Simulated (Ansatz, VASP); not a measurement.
## Fe: VASP beside Ansatz

```xyz
1
Lattice="2.3343 0.0000 0.0000 0.0000 2.3343 0.0000 0.0000 0.0000 2.3343" Properties=species:S:1:pos:R:3 pbc="T T T"
Fe    0.0000    0.0000    0.0000
```

The cell was built by a generator and needn't be a form met in nature.

Alike in both runs: task relaxation of cell and atoms; functional revPBE; k mesh 13 × 13 × 13; occupations fermi-dirac, width 0.1 eV; no spin polarisation.

|  | VASP | Ansatz |
| --- | --- | --- |
| version | VASP 6.6.1 | Ansatz 0.2.0 |
| potentials or method | VASP PAW PBE potentials, release 64 (Fe) | plane waves (420 eV) with PAW, scalar-relativistic |
| plane-wave cutoff (eV) | 600 | 420 |
| valence electrons in the cell | 8 | 16 |

VASP gave:

* relaxed volume (Å³/atom): 11.85
* relaxed cell length with the largest relative difference (Å): 2.280
* energy change over the relaxation (meV/atom): -34

Q: Estimate Ansatz's values.

A: Relaxed volume (Å³/atom): 11.89; relaxed cell length with the largest relative difference (Å): 2.283; energy change over the relaxation (meV/atom): -30.

The two sets of potentials don't hold the same shells in valence.

Caveats: the PAW data sets were made with another functional, which shifts forces and pressure a little (VASP); the run has no spin polarisation, though such a crystal can be magnetic. Spin polarisation is off, so any magnetic state and its effect on volume and gap are missing.
